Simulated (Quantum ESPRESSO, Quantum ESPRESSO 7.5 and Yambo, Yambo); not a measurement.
**Excitons of TePb (Fm-3m) on ever denser meshes**

Aim: follow the lowest exciton of TePb (Fm-3m) as the mesh is refined.

Method: PBE and many-body steps on it, plane waves, in Quantum ESPRESSO 7.5 and Yambo 5.3.0.

## 1. Set-up

Symmetry: Fm-3m, No. 225, cubic system. Conventional cell: a = 6.462 Å, b = 6.462 Å, c = 6.462 Å, α = 90.00°, β = 90.00°, γ = 90.00°. Nearest to Te lie 6 Pb at 3.23 Å. Pb has 6 Te at 3.23 Å nearest. Farther neighbours and most contacts between anions are not listed.

The cell and positions come from the Crystallography Open Database and are kept as given unless a step says otherwise. Spin-orbit coupling is left out unless a step names it.

## 2. Empty states on the mesh, 4×4×4 mesh, 122 bands

This step: Quantum ESPRESSO 7.5; DFT, PBE, plane waves, norm-conserving pseudopotentials.

The sums over transitions need many empty states on a uniform mesh; this step solves for them.

pw.in

```
&control
  calculation = 'nscf'
  prefix = 'x'
  outdir = 'o'
  pseudo_dir = 'pseudo'
/
&system
  ibrav = 0
  nat = 2
  ntyp = 2
  ecutwfc = 88.0
  nbnd = 122
  force_symmorphic = .true.
/
&electrons
  conv_thr = 1e-9
  electron_maxstep = 80
  diago_full_acc = .true.
  diago_thr_init = 5e-6
/
ATOMIC_SPECIES
  Te 127.6 Te.upf
  Pb 207.2 Pb.upf
CELL_PARAMETERS angstrom
  -0.0000000000 3.2310000000 3.2310000000
  3.2310000000 0.0000000000 3.2310000000
  3.2310000000 3.2310000000 0.0000000000
ATOMIC_POSITIONS crystal
  Te 0.5000000000 0.5000000000 0.5000000000
  Pb 0.0000000000 0.0000000000 0.0000000000
K_POINTS automatic
  4 4 4 0 0 0
```

Started as:

```bash
$ OMP_NUM_THREADS=1 mpirun -n 4 pw.x -nk 4 -in pw.in > pw.out
```

Log:

```text
Program PWSCF v.7.5 starts

     This program is part of the open-source Quantum ESPRESSO suite
     for quantum simulation of materials; please cite
         "P. Giannozzi et al., J. Phys.:Condens. Matter 21 395502 (2009);
         "P. Giannozzi et al., J. Phys.:Condens. Matter 29 465901 (2017);
         "P. Giannozzi et al., J. Chem. Phys. 152 154105 (2020);
     in publications or presentations arising from this work. More details at

     Atomic positions and unit cell read from directory:
     o/x.save/

     Message from routine setup:
[...]
-148.2927-129.0558 -98.3157 -98.3157 -98.3157 -70.7414 -70.7414 -70.7414
[...]
50.5798  50.7816  50.7900  51.1803  51.1803  53.0529  53.0529  53.1884
     [... 4 further rows ...]
    72.5589  73.1730  73.1730  73.9039  75.3660  75.3660  75.4146  76.2498
    76.8138  76.8141

          k = 0.3536 0.0000 0.0000 (  6374 PWs)   bands (ev):

     [... further k-points ...]

     highest occupied, lowest unoccupied level (ev):    10.5849   11.3227

     XML data file, pseudopotentials, collected wavefunctions

=------------------------------------------------------------------------------=
   JOB DONE.
=------------------------------------------------------------------------------=
```

Elapsed: 19 s, on 4 MPI ranks of Arm Neoverse V1, shared host; peak memory 0.5 GiB.

This step gave:

```
gap                                                           : 0.7378 eV
k of the valence top                                          : 0, 0, -0.5
k of the conduction bottom                                    : 0, 0, -0.5
least direct gap                                              : 0.7378 eV
k points computed                                             : 8
lowest point of the top converged band, above the valence top : 63.8425 eV
```

On this mesh the gap is 0.738 eV.

The density comes from a self-consistent run that is not shown.

## 3. Conversion and set-up

This step: Yambo 5.3.0; conversion and set-up on PBE, plane waves, norm-conserving pseudopotentials.

The states are converted to the many-body program's format and the q mesh is built.

Started as:

```bash
$ (cd o/x.save; p2y > p2y.log; mv SAVE ../..); yambo > setup.log
```

Log:

```text
 Yambo, version 5.3.0

 [02] CORE Variables Setup
 =========================

  [02.01] Unit cells
  ==================

  Cell kind             :  FCC
  Atoms in the cell     :  Te  Pb
  number of Te atoms    :  1
  number of Pb atoms    :  1

  List of atomic masses
  Mass of Te    :  127.6000
  Mass of Pb    :  207.2000

  List of atomic coordinates    : [cc]
  Te1       :  6.105705  6.105705  6.105705  order 1
  Pb1       :  0.000000  0.000000  0.000000  order 2

  Alat factors          :  6.105705  6.105705  6.105705 [a.u.]
  Direct lattice volume :  455.2369 [a.u.]
[...]
==========================================

 IBZ Q-points                                      :   8
 BZ  Q-points                                      :   64

 K/Q-points units:
 rlu = crystal or reduced units; cc = cartesian coordinates; iku = interal k-units

 Q [1]          [rlu]:  0.000000  0.000000  0.000000
 Q [2]          [rlu]:  0.12654E-17  0.12654E-17  0.25000
 Q [3]          [rlu]: -0.25308E-17 -0.25308E-17 -0.50000
[...]
Q [7]          [rlu]: -0.14476E-16 -0.50000     -0.50000
 Q [8]          [rlu]:  0.250000 -0.500000 -0.250000

  [03.01] X indexes
  =================

   [03.01.01] Sigma indexes
   ========================

 [06] Game Over & Game summary
```

Wall time 3.5 s (1 MPI rank); peak memory 0.26 GiB.

## 4. Screening and self-energy, 4×4×4 mesh, 122 bands, screening to 149.7 eV

G0W0 replaces the xc potential by the self-energy, built once from these orbitals. Only a window of levels is corrected, while the sums run over the empty bands that the input names.

This step: G0W0 on PBE, plane waves, norm-conserving pseudopotentials.

gw1.in

```
HF_and_locXC
gw0
dyson
ppa
em1d
rim_cut
RandQpts= 1000000
RandGvec= 1 RL
EXXRLvcs= 88 Ry
VXCRLvcs= 352 Ry
Chimod= "HARTREE"
% BndsRnXp
 1 | 122 |
%
NGsBlkXp= 11 Ry
% LongDrXp
 1 | 1 | 1 |
%
% GbndRnge
 1 | 122 |
%
DysSolver= "n"
ExtendOut
PPAPntXp= 27.21138 eV
% QPkrange
 3 | 3 | 22 | 25 |
 1 | 1 | 22 | 25 |
%
```

Started as:

```bash
$ OMP_NUM_THREADS=1 mpirun -n 4 yambo -F gw1.in -J gw1 -C gw1 > gw1.log
```

Log:

```text
 Yambo, version 5.3.0

 [02] CORE Variables Setup
 =========================

  [... cell, symmetries and grids as in the set-up ...]

  [02.05] Energies & Occupations
  ==============================

  [X] === General ===
  [X] Electronic Temperature                        :  0.000000  0.000000 [eV K]
  [X] Bosonic    Temperature                        :  0.000000  0.000000 [eV K]
  [X] Finite Temperature mode                       : no
  [X] El. density                                   :  0.68189E+24 [cm-3]
[...]
QP @ state[ 1 ] b range                          :  22  25
   QP @ state[ 2 ] K range                          :  3  3
   QP @ state[ 2 ] b range                          :  22  25
   GF energies kind                                 : Perdew, Burke & Ernzerhof(X)+Perdew, Burke & Ernzerhof(C)
   GF WF`s kind                                     : Perdew, Burke & Ernzerhof(X)+Perdew, Burke & Ernzerhof(C)
   Xs energies kind                                 : Perdew, Burke & Ernzerhof(X)+Perdew, Burke & Ernzerhof(C)
   Xs WF`s kind                                     : Perdew, Burke & Ernzerhof(X)+Perdew, Burke & Ernzerhof(C)

 [11] Game Over & Game summary
```

Run time: 3.4 min. Hardware: 4 MPI ranks; peak memory 2.3 GiB.

This step gave:

- G0W0 gap on the points computed: 0.8679 eV
- starting gap on the mesh: 0.7378 eV
- k of the valence top: 0, 0, -0.5
- k of the conduction bottom: 0, 0, -0.5
- least direct G0W0 gap on the computed points: 0.8679 eV

The gap on the mesh goes from 0.74 eV to 0.87 eV, a correction of +0.13 eV.

The gap opens by 0.130 eV; the next steps shift the empty bands rigidly by 0.130 eV. The exciton steps add spin-orbit coupling, which this shift does not hold.

## 5. Empty states on the mesh, 4×4×4 mesh, 76 bands

This step: Quantum ESPRESSO 7.5; DFT, PBE with spin-orbit coupling, plane waves, norm-conserving pseudopotentials.

Changes to pw.in since step 2:

```diff
@@ -11,4 +11,6 @@
   ecutwfc = 88.0
-  nbnd = 122
+  nbnd = 76
   force_symmorphic = .true.
+  noncolin = .true.
+  lspinorb = .true.
 /
```

Started as:

```bash
$ OMP_NUM_THREADS=1 mpirun -n 4 pw.x -nk 4 -in pw.in > pw.out
```

Log:

```text
[banner, memory and clock lines left out]
Program PWSCF v.7.5 starts

     Atomic positions and unit cell read from directory:
     o/x.save/

     Message from routine setup:
     using ibrav=0 with symmetry is DISCOURAGED, use correct ibrav instead

     G-vector sticks info

     bravais-lattice index     =            0
     lattice parameter (alat)  =       8.6348  a.u.
     unit-cell volume          =     455.2369 (a.u.)^3
     number of atoms/cell      =            2
     number of atomic types    =            2
     number of electrons       =        46.00
[...]
29.6391  29.6391  30.1833  30.1833

          k =-0.3536-0.3536 0.3536 (  6322 PWs)   bands (ev):

  -148.2434-148.2434-128.4499-128.4499-105.0585-105.0585 -95.3495 -95.3495
[...]
19.9824  19.9824  20.0995  20.0995  21.2018  21.2018  21.2167  21.2167
    25.1157  25.1157  25.6568  25.6568  26.8263  26.8263  27.1499  27.1499
    27.1786  27.1786  27.3615  27.3615

          k = 0.3536 0.0000 0.0000 (  6374 PWs)   bands (ev):

     [... further k-points ...]

     highest occupied, lowest unoccupied level (ev):    10.5775   10.6669

     XML data file, pseudopotentials, collected wavefunctions
```

It took 15 s on 4 MPI ranks; peak memory 0.61 GiB; 58 s of CPU time.

This step gave:

```
gap                                                           : 0.08936 eV
k of the valence top                                          : 0, 0, -0.5
k of the conduction bottom                                    : 0, 0, -0.5
least direct gap                                              : 0.08936 eV
k points computed                                             : 8
lowest point of the top converged band, above the valence top : 15.85 eV
```

On this mesh the gap is 0.089 eV.

The density comes from a self-consistent run that is not shown, made with spin-orbit coupling and fully relativistic files.

## 6. Conversion and set-up

This step: Yambo 5.3.0; conversion and set-up on PBE with spin-orbit coupling, plane waves, norm-conserving pseudopotentials.

Started as:

```bash
$ (cd o/x.save; p2y > p2y.log; mv SAVE ../..); yambo > setup.log
```

Log:

```text
 Yambo, version 5.3.0

 [02] CORE Variables Setup
 =========================

  [02.01] Unit cells
  ==================

  Cell kind             :  FCC
  Atoms in the cell     :  Te  Pb
  number of Te atoms    :  1
  number of Pb atoms    :  1

  List of atomic masses
  Mass of Te    :  127.6000
  Mass of Pb    :  207.2000

  List of atomic coordinates    : [cc]
  Te1       :  6.105705  6.105705  6.105705  order 1
  Pb1       :  0.000000  0.000000  0.000000  order 2

  Alat factors          :  6.105705  6.105705  6.105705 [a.u.]
  Direct lattice volume :  455.2369 [a.u.]
[...]
==========================================

 IBZ Q-points                                      :   8
 BZ  Q-points                                      :   64

 K/Q-points units:
 rlu = crystal or reduced units; cc = cartesian coordinates; iku = interal k-units

 Q [1]          [rlu]:  0.000000  0.000000  0.000000
 Q [2]          [rlu]:  0.12654E-17  0.12654E-17  0.25000
 Q [3]          [rlu]: -0.25308E-17 -0.25308E-17 -0.50000
[...]
Q [7]          [rlu]: -0.14476E-16 -0.50000     -0.50000
 Q [8]          [rlu]:  0.250000 -0.500000 -0.250000

  [03.01] X indexes
  =================

   [03.01.01] Sigma indexes
   ========================

 [06] Game Over & Game summary
```

It took 4 s on 1 MPI rank; peak memory 0.26 GiB.

(Part 1 of 3 ends here.)

[Paths, hosts, dates, memory and timing lines, banners, echoed tables and standing remarks are left out of the program output.]

[Logs are printed without paths, hosts, clocks, repeated set-up lines and the standing remarks that a program may print on its own settings, such as how far it seeks lower states.]

[Runs of the session that timed out or met a known fault of the program may be left out.]

[Hosts, paths, dates, database ids (printed as entryN), source tags and the programs' standing remarks are cut or masked in the printed files.]
